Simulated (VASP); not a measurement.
# PbS (R3m) in VASP: further runs

The runs below take PbS through phonons, elastic constants, with PBE.

Everything below comes from runs of VASP 6.6.1. Logs are shortened: lines on timing, memory, paths and dates and some standing lists are left out, and cuts for length are marked.

## 1. The structure

Symmetry: R3m, No. 160, trigonal system. Conventional cell: a = 4.225 Å, b = 4.225 Å, c = 10.356 Å, α = 90.00°, β = 90.00°, γ = 120.00°. Around Pb (site symmetry 3m) lie 6 S at 2.96 to 3.02 Å. S (site symmetry 3m) has 6 Pb at 2.96 to 3.02 Å as nearest neighbours.

The cell is a database's computed one.

## 2. Phonons, PBE

File POSCAR:

```
PbS
1.0
    2.1126617058      1.2197458045      3.4519162518
   -2.1126617058      1.2197458045      3.4519162518
    0.0000000000     -2.4394916091      3.4519162518
Pb S
1 1
Direct
    0.9805657800      0.9805657800      0.9805657800
    0.4750355500      0.4750355500      0.4750355500
```

File INCAR.step1:

```
SYSTEM = PbS
PREC = Accurate ; ENCUT = 600
EDIFF = 1E-8 ; ISMEAR = 0
SIGMA = 0.02 ; LREAL = .FALSE.
LASPH = .TRUE. ; NELM = 60
ALGO = Fast ; ISIF = 3
LWAVE = .FALSE. ; LCHARG = .FALSE.
GGA = PE ; IBRION = 2
NSW = 40 ; EDIFFG = -0.002
```

File INCAR.step2:

```
SYSTEM = PbS
PREC = Accurate ; ENCUT = 600
EDIFF = 1E-8 ; ISMEAR = 0
SIGMA = 0.02 ; LREAL = .FALSE.
LASPH = .TRUE. ; NELM = 60
ALGO = Fast ; ISIF = 2
LWAVE = .FALSE. ; LCHARG = .FALSE.
GGA = PE ; IBRION = 8
NSW = 1
```

File KPOINTS:

```
Automatic mesh
0
G
  6 6 6
  0 0 0
```

Potentials or basis: VASP PAW PBE potentials, release 64 (Pb_d, S).

On the command line:

```
> cat potpaw_PBE.64/Pb_d/POTCAR potpaw_PBE.64/S/POTCAR > POTCAR
> cp INCAR.step1 INCAR
> mpirun -np 1 vasp_std > vasp.out
> cp CONTCAR POSCAR
> cp INCAR.step2 INCAR
> mpirun -np 1 vasp_std > vasp.out
```

OUTCAR:

```text
SYSTEM = PbS
   PREC = Accurate
   ENCUT = 600
   EDIFF = 1E-8
   ISMEAR = 0
   LREAL = .FALSE.
   LASPH = .TRUE.
   NELM = 60
   ISIF = 2
   GGA = PE
   IBRION = 8
   NSW = 1

 ion  position               nearest neighbor table
   1  0.979  0.979  0.979-   2 2.99   2 2.99   2 2.99   2 3.01   2 3.01   2 3.01
   2  0.477  0.477  0.477-   1 2.99   1 2.99   1 2.99   1 3.01   1 3.01   1 3.01

  LATTYP: Found a trigonal (rhomboedric) cell.
 ALAT       =     4.2479748985
 COS(alpha) =     0.5000851499

  Lattice vectors:

 A1 = (   2.1238065844,   1.2261803031,   3.4686046467)
 A2 = (  -2.1238065844,   1.2261803031,   3.4686046467)
 A3 = (   0.0000000000,  -2.4523606064,   3.4686046467)

Analysis of symmetry for initial positions (statically):
=====================================================================
 Subroutine PRICEL returns:
 Original cell was already a primitive cell.

 Routine SETGRP: Setting up the symmetry group for a
 trigonal (rhombohedral) supercell.

 Subroutine GETGRP returns: Found  6 space group operations
 (whereof  6 operations were pure point group operations)
 out of a pool of 12 trial point group operations.

The static configuration has the point symmetry C_3v.

Analysis of symmetry for dynamics (positions and initial velocities):
=====================================================================
 Subroutine PRICEL returns:
 Original cell was already a primitive cell.

 Routine SETGRP: Setting up the symmetry group for a
 trigonal (rhombohedral) supercell.

 Subroutine GETGRP returns: Found  6 space group operations
 (whereof  6 operations were pure point group operations)
 out of a pool of 12 trial point group operations.

The dynamic configuration has the point symmetry C_3v.

 Subroutine INISYM returns: Found  6 space group operations
 (whereof  6 operations are pure point group operations),
 and found     1 'primitive' translations

----------------------------------------------------------------------------------------

                                     Primitive cell

  volume of cell :      54.1970

  direct lattice vectors                    reciprocal lattice vectors
     2.123806584  1.226180303  3.468604647     0.235426335  0.135923458  0.096100123
    -2.123806584  1.226180303  3.468604647    -0.235426335  0.135923458  0.096100123
     0.000000000 -2.452360606  3.468604647     0.000000000 -0.271846916  0.096100123

  length of vectors
     4.247974899  4.247974899  4.247974899     0.288333104  0.288333104  0.288333104

  position of ions in fractional coordinates (direct lattice)
     0.978637416  0.978637416  0.978637416
     0.476963914  0.476963914  0.476963914

  ion indices of the primitive-cell ions
   primitive index   ion index
                 1           1
                 2           2

----------------------------------------------------------------------------------------

 KPOINTS: Automatic mesh

Automatic generation of k-mesh.
 Grid dimensions read from file:
 generate k-points for:    6    6    6

 Generating k-lattice:

  Cartesian coordinates                     Fractional coordinates (reciprocal lattice)
     0.039237722  0.022653910  0.016016687     0.166666667 -0.000000000  0.000000000
    -0.039237722  0.022653910  0.016016687    -0.000000000  0.166666667 -0.000000000
     0.000000000 -0.045307819  0.016016687    -0.000000000 -0.000000000  0.166666667

  Length of vectors
[... 91 lines left out ...]
 maximum number of plane-waves:      1821
 NGX is ok and might be reduce to    36
   NGX = 17   NGY = 17   NGZ = 17

--------------------------------------- Ionic step        1  -------------------------------------------

 number of electron      20.0000001 magnetization

 Free energy of the ion-electron system (eV)
  ---------------------------------------------------
  ext. energy  EPLUGINS =         0.00000000
  ---------------------------------------------------
  free energy    TOTEN  =        -8.77137312 eV

  energy without entropy =       -8.77137312  energy(sigma->0) =       -8.77137312

 E-fermi :   5.4166     XC(G=0):  -9.5048

 val. band max:        5.2893895417   @ k =   0.5000  -0.0000   0.0000
 cond. band min:       5.7885936875   @ k =   0.5000  -0.0000   0.0000
 fundamental gap:      0.4992041458
 Fermi energy:         5.4166148743

 k-point     1 :       0.0000    0.0000    0.0000
  band No.  band energies     occupation
      1     -11.4364      2.00000
      2     -11.4364      2.00000
      3     -11.4364      2.00000
      4     -11.4192      2.00000
      5     -11.4192      2.00000
      6      -7.9331      2.00000
      7      -0.7752      2.00000
      8       3.3413      2.00000
      9       3.3415      2.00000
     10       3.3415      2.00000
     11      10.4264      0.00000
     12      10.4286      0.00000
     13      10.4286      0.00000
     14      12.1564      0.00000
[... 377 lines left out ...]
      1     -11.5191      2.00000
      2     -11.4402      2.00000
      3     -11.4109      2.00000
      4     -11.4031      2.00000
      5     -11.3839      2.00000
      6      -6.3855      2.00000
      7      -2.3409      2.00000
      8       0.8053      2.00000
      9       1.6270      2.00000
     10       3.6529      2.00000
     11       8.4665      0.00000
     12       9.6437      0.00000
     13      10.3582      0.00000
     14      12.1227      0.00000

 [... further k-points ...]

------------------------ aborting loop because EDIFF is reached ----------------------------------------

  FORCE on cell =-STRESS in cart. coord.  units (eV):
  Direction    XX          YY          ZZ          XY          YZ          ZX
  --------------------------------------------------------------------------------------
  -------------------------------------------------------------------------------------
  Total        0.0013521      0.0013521      0.0008039      0.0000000     -0.0000000      0.0000000
  in kB        0.0399708      0.0399708      0.0237639      0.0000000     -0.0000000      0.0000000
  external PRESSURE =       0.0345685 kB  Pullay stress =       0.0000000 kB

 VOLUME and BASIS-vectors are now :
 -----------------------------------------------------------------------------
  energy-cutoff  :      600.00
  volume of cell :       54.20
      direct lattice vectors                 reciprocal lattice vectors
     2.123806584  1.226180303  3.468604647     0.235426335  0.135923458  0.096100123
    -2.123806584  1.226180303  3.468604647    -0.235426335  0.135923458  0.096100123
     0.000000000 -2.452360606  3.468604647     0.000000000 -0.271846916  0.096100123

 POSITION                                       TOTAL-FORCE (eV/Angst)
 -----------------------------------------------------------------------------------
      0.00000     -0.00000     10.18352        -0.000000      0.000000     -0.000633
      0.00000     -0.00000      4.96320         0.000000     -0.000000      0.000633
 -----------------------------------------------------------------------------------
    total drift:                               -0.000000     -0.000000     -0.000010

  FREE ENERGIE OF THE ION-ELECTRON SYSTEM (eV)
  ---------------------------------------------------
  free  energy   TOTEN  =        -8.7713731165 eV

  energy  without entropy=       -8.7713731165  energy(sigma->0) =       -8.77137312

[... ionic steps 2 to 3 ...]

--------------------------------------- Ionic step        4  -------------------------------------------

------------------------ aborting loop because EDIFF is reached ----------------------------------------
[... 11 lines left out ...]
[... ionic steps 8 to 8 ...]

--------------------------------------- Ionic step        9  -------------------------------------------

 Free energy of the ion-electron system (eV)
  ---------------------------------------------------
  ---------------------------------------------------
  free energy    TOTEN  =        -0.10868198 eV

  energy without entropy =       -0.10868198

------------------------ aborting loop because EDIFF is reached ----------------------------------------

 INTERNAL STRAIN TENSOR  FOR ION    2  DIRECTION 3   (eV/Angst):
 -----------------------------------------------------------------------------
    -0.08438  0.00000  0.00000
     0.00000 -0.08438  0.00000
     0.00000  0.00000 -0.21592

 INTERNAL STRAIN TENSOR FOR ION    2 for displacements in x,y,z  (eV/Angst):
          X           Y           Z          XY          YZ          ZX
  --------------------------------------------------------------------------------
  x    -0.00000    -0.00000    -0.00000     0.07513     0.00000    -0.16858
  y     0.07513    -0.07513     0.00000     0.00000    -0.17923     0.00000
  z    -0.08438    -0.08438    -0.21592     0.00000     0.00000    -0.00000

 SECOND DERIVATIVES (NOT SYMMETRIZED)
 ------------------------------------
               1X          1Y          1Z          2X          2Y          2Z
  1X    -0.040458    0.000000   -0.000000    0.040458   -0.000000    0.000000
  1Y     0.000000   -0.040458    0.000000   -0.000000    0.040458   -0.000000
  1Z    -0.000000    0.000000   -0.054309    0.000000   -0.000000    0.054309
  2X     0.040081   -0.000000    0.000000   -0.040081    0.000000   -0.000000
  2Y    -0.000000    0.040081   -0.000000    0.000000   -0.040081    0.000000
  2Z     0.000000   -0.000000    0.047784   -0.000000    0.000000   -0.047784

 Eigenvectors and eigenvalues of the dynamical matrix
 ----------------------------------------------------

   1 f  =    0.654587 THz     4.112893 2PiTHz   21.834680 cm-1     2.707154 meV
             X         Y         Z           dx          dy          dz
      0.000000 -0.000000 10.183519    -0.000000    0.000000   -0.387227
      0.000000 -0.000000  4.963198     0.000000   -0.000000    0.921984
[... 21 lines left out ...]
   6 f/i=    0.014943 THz     0.093888 2PiTHz    0.498436 cm-1     0.061798 meV
             X         Y         Z           dx          dy          dz
      0.000000 -0.000000 10.183519     0.000000   -0.000000    0.921984
      0.000000 -0.000000  4.963198     0.000000   -0.000000    0.387227

--------------------------------------------------------------------------------------------------------

 ELASTIC MODULI CONTR FROM IONIC RELAXATION (kBar)
 Direction    XX          YY          ZZ          XY          YZ          ZX
 --------------------------------------------------------------------------------
 XX          -9.3218     -0.1214    -11.3241      0.0000     10.0543     -0.0000
 YY          -0.1214     -9.3218    -11.3241      0.0000    -10.0543     -0.0000
 ZZ         -11.3241    -11.3241    -27.1594      0.0000      0.0000     -0.0000
 XY           0.0000      0.0000      0.0000     -4.6002      0.0000      9.8786
 YZ          10.0543    -10.0543      0.0000      0.0000    -21.9749     -0.0000
 ZX          -0.0000     -0.0000     -0.0000      9.8786     -0.0000    -21.2135
 --------------------------------------------------------------------------------
```

Run time: 19 min. Hardware: 1 thread of Intel Xeon Platinum 8259CL at 2.50GHz (Skylake/Cascade Lake), shared host; peak memory 0.45 GiB.

What came out:

```
Relaxed volume                                          : 27.10 Å³/atom
Relaxed cell                                            : a = 4.248 Å, b = 4.248 Å, c = 4.248 Å, α = 59.99°, β = 59.99°, γ = 59.99°
Space group after relaxing (to 0.05 Å)                  : Fm-3m (No. 225)
Highest phonon frequency at Γ, LO-TO splitting left out : 22 cm⁻¹
```

Step by step:
| step | energy change (eV) | largest force (eV/Å) | pressure (GPa) | volume (Å³) |
| --- | --- | --- | --- | --- |
| 1 | 0.0000 | 0.0120 | 0.88 | 53.37 |
| 2 | -0.0021 | 0.0018 | -0.27 | 54.51 |
| 3 | -0.0023 | 0.0045 | 0.00 | 54.23 |
| 4 | -0.0023 | 0.0042 | -0.02 | 54.25 |
| 5 | -0.0023 | 0.0042 | 0.00 | 54.23 |
| 6 | -0.0023 | 0.0041 | 0.01 | 54.22 |
| 7 | -0.0023 | 0.0040 | 0.01 | 54.22 |
| 8 | -0.0023 | 0.0037 | 0.00 | 54.22 |
| 9 | -0.0023 | 0.0030 | -0.01 | 54.23 |
| 10 | -0.0023 | 0.0017 | -0.04 | 54.25 |
| 11 | -0.0023 | 0.0026 | -0.02 | 54.24 |
| 12 | -0.0023 | 0.0022 | -0.02 | 54.24 |
| 13 | -0.0024 | 0.0020 | -0.01 | 54.23 |
| 14 | -0.0024 | 0.0021 | 0.00 | 54.21 |
| 15 | -0.0024 | 0.0017 | 0.03 | 54.18 |
| 16 | -0.0024 | 0.0015 | 0.02 | 54.19 |
| 17 | -0.0024 | 0.0010 | 0.00 | 54.21 |
| 18 | -0.0024 | 0.0004 | -0.05 | 54.24 |
| 19 | -0.0024 | 0.0010 | -0.03 | 54.23 |
| 20 | -0.0024 | 0.0005 | -0.03 | 54.23 |
| 21 | -0.0024 | 0.0006 | -0.01 | 54.20 |
| 22 | -0.0024 | 0.0007 | -0.01 | 54.20 |
| 23 | -0.0024 | 0.0005 | 0.00 | 54.19 |
| 24 | -0.0024 | 0.0005 | 0.01 | 54.19 |
| 25 | -0.0024 | 0.0004 | 0.00 | 54.20 |

Final structure:
```xyz
2
Lattice="2.1238 1.2262 3.4686 -2.1238 1.2262 3.4686 0.0000 -2.4524 3.4686" Properties=species:S:1:pos:R:3 pbc="T T T"
Pb    0.0000    0.0000   10.1835
S     0.0000    0.0000    4.9632
```

Phonon frequencies in cm⁻¹ (negative: imaginary):
| q point | frequencies |
| --- | --- |
| (0.000, 0.000, 0.000) | 0 0 0 20 20 22 |

## 3. Elastic constants, PBE

POSCAR is that of step 2.

File INCAR.step1:

```
SYSTEM = PbS
PREC = Accurate
ENCUT = 600
EDIFF = 1E-8
ISMEAR = 0
SIGMA = 0.02
LREAL = .FALSE.
LASPH = .TRUE.
NELM = 60
ALGO = Normal
ISIF = 3
LWAVE = .FALSE.
LCHARG = .FALSE.
GGA = PE
IBRION = 2
NSW = 40
EDIFFG = -0.002
```

File INCAR.step2:

```
SYSTEM = PbS
PREC = Accurate
ENCUT = 600
EDIFF = 1E-8
ISMEAR = 0
SIGMA = 0.02
LREAL = .FALSE.
LASPH = .TRUE.
NELM = 60
ALGO = Normal
ISIF = 3
LWAVE = .FALSE.
LCHARG = .FALSE.
GGA = PE
IBRION = 6
NFREE = 2
POTIM = 0.015
NSW = 1
```

File KPOINTS:

```
regular mesh
0
G
  6 6 6
  0 0 0
```

Potentials or basis: VASP PAW PBE potentials, release 64 (Pb_d, S).

On the command line:

```
> cat potpaw_PBE.64/Pb_d/POTCAR potpaw_PBE.64/S/POTCAR > POTCAR
> cp INCAR.step1 INCAR
> mpirun -np 1 vasp_std > vasp.out
> cp CONTCAR POSCAR
> cp INCAR.step2 INCAR
> mpirun -np 1 vasp_std > vasp.out
```

Run time: 23 min. Hardware: 1 thread of Intel Xeon Platinum 8259CL at 2.50GHz (Skylake/Cascade Lake), shared host; peak memory 0.37 GiB.

Results (log left out):

| Property | Result |
| --- | --- |
| Relaxed volume | 27.10 Å³/atom |
| Relaxed cell | a = 4.247 Å, b = 4.247 Å, c = 4.247 Å, α = 60.01°, β = 60.01°, γ = 60.01° |
| Space group after relaxing (to 0.05 Å) | Fm-3m (No. 225) |
| Voigt bulk modulus | 52 GPa |
| Highest phonon frequency at Γ, LO-TO splitting left out | 22 cm⁻¹ |

The path:
| step | energy change (eV) | largest force (eV/Å) | pressure (GPa) | volume (Å³) |
| --- | --- | --- | --- | --- |
| 1 | 0.0000 | 0.0120 | 0.88 | 53.37 |
| 2 | -0.0021 | 0.0020 | -0.27 | 54.51 |
| 3 | -0.0023 | 0.0045 | 0.00 | 54.23 |
| 4 | -0.0023 | 0.0043 | -0.02 | 54.25 |
| 5 | -0.0023 | 0.0043 | 0.00 | 54.23 |
| 6 | -0.0023 | 0.0044 | 0.01 | 54.22 |
| 7 | -0.0023 | 0.0044 | 0.02 | 54.21 |
| 8 | -0.0023 | 0.0045 | 0.01 | 54.22 |
| 9 | -0.0023 | 0.0042 | 0.01 | 54.22 |
| 10 | -0.0023 | 0.0039 | 0.01 | 54.22 |
| 11 | -0.0023 | 0.0033 | 0.00 | 54.22 |
| 12 | -0.0023 | 0.0022 | -0.01 | 54.22 |
| 13 | -0.0024 | 0.0021 | 0.00 | 54.22 |
| 14 | -0.0024 | 0.0019 | 0.00 | 54.21 |
| 15 | -0.0024 | 0.0016 | 0.01 | 54.20 |
| 16 | -0.0024 | 0.0012 | 0.02 | 54.18 |
| 17 | -0.0024 | 0.0003 | 0.06 | 54.13 |
| 18 | -0.0024 | 0.0008 | 0.04 | 54.16 |
| 19 | -0.0024 | 0.0005 | -0.01 | 54.20 |

Final structure:
```yaml
crystal:
  lattice:
    - [2.12419, 1.22640, 3.46762]
    - [-2.12419, 1.22640, 3.46762]
    - [0.00000, -2.45280, 3.46762]
  atoms:
    - { symbol: Pb, position: [0.97844, 0.97844, 0.97844] }
    - { symbol: S, position: [0.47716, 0.47716, 0.47716] }
```

Phonon frequencies in cm⁻¹ (negative: imaginary):
```csv
q point,frequencies
"(0.000, 0.000, 0.000)",0 0 0 19 19 22
```

Elastic tensor in Voigt notation (GPa, in the Cartesian axes of the cell as first typed):
```
 91  28  39 -16   0   0
 28  91  39  16   0   0
 39  39  78   0   0   0
-16  16   0  42   0   0
  0   0   0   0  42 -16
  0   0   0   0 -16  32
```

Clamped-ion elastic tensor (GPa):
```
 92  28  40 -16   0   0
 28  92  40  16   0   0
 40  40  80   0   0   0
-16  16   0  43   0   0
  0   0   0   0  43 -16
  0   0   0   0 -16  32
```
